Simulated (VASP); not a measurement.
# Pb: relaxation of cell and atoms with LDA

The system is Pb.

```xyz
1
Lattice="-1.9797 1.9797 1.9797 1.9797 -1.9797 1.9797 1.9797 1.9797 -1.9797" Properties=species:S:1:pos:R:3 pbc="T T T"
Pb    0.0000    0.0000    0.0000
```

This isn't the form of Pb at room conditions, which is fcc.

- Program: VASP 6.6.1
- Task: relaxation of cell and atoms
- Functional: LDA
- Potentials or basis: VASP PAW LDA potentials, release 64 (Pb_d)
- Cutoff: 600 eV
- k mesh: 8 × 8 × 8
- Occupations: fermi-dirac, width 0.05 eV
- Spin: no spin polarisation
- Ladder: gaps
- Further INCAR settings: ALGO = Normal; EDIFF = 1e-06; IBRION = 2; EDIFFG = -0.02; NSW = 40; ISIF = 3

- Relaxed volume: 29.19 Å³/atom
- Relaxed cell: a = 3.360 Å, b = 3.360 Å, c = 3.360 Å, α = 109.47°, β = 109.47°, γ = 109.47°
- Space group after relaxing (to 0.05 Å): Im-3m (No. 229)
- Energy gained by relaxing: 17.4 meV/atom
- Ionic steps: 3
- Pressure after relaxing: 0.0 GPa
- Band gap on the k mesh: none (metal or under the smearing width)

The path:
```csv
step,energy change (eV),largest force (eV/Å),pressure (GPa),volume (Å³)
1,0.0000,0.0000,-2.86,31.03
2,-0.0154,0.0000,1.13,28.61
3,-0.0174,0.0000,-0.01,29.19
```

Final structure:
```yaml
crystal:
  lattice:
    - [-1.93964, 1.93964, 1.93964]
    - [1.93964, -1.93964, 1.93964]
    - [1.93964, 1.93964, -1.93964]
  atoms:
    - { symbol: Pb, position: [0.00000, 0.00000, 0.00000] }
```

Levels at points of the mesh, in eV from the Fermi level:
| k point | band 5 | band 6 | band 7 | band 8 | band 9 | band 10 |
| --- | --- | --- | --- | --- | --- | --- |
| (0.00, 0.00, 0.00) | -16.81 | -12.02 | 7.93 | 7.93 | 7.93 | 11.23 |
| (0.50, 0.00, 0.00) | -16.64 | -7.91 | -4.22 | 3.55 | 5.27 | 7.90 |
| (0.50, 0.50, 0.50) | -16.68 | -4.99 | -0.42 | -0.42 | -0.42 | 4.73 |

It took 16 s on 1 thread of Intel(R) Xeon(R) Platinum 8375C CPU @ 2.90GHz (Ice Lake), on a shared host, peak memory 0.15 GiB.

The run has no spin-orbit coupling, so splittings on Pb are missing.
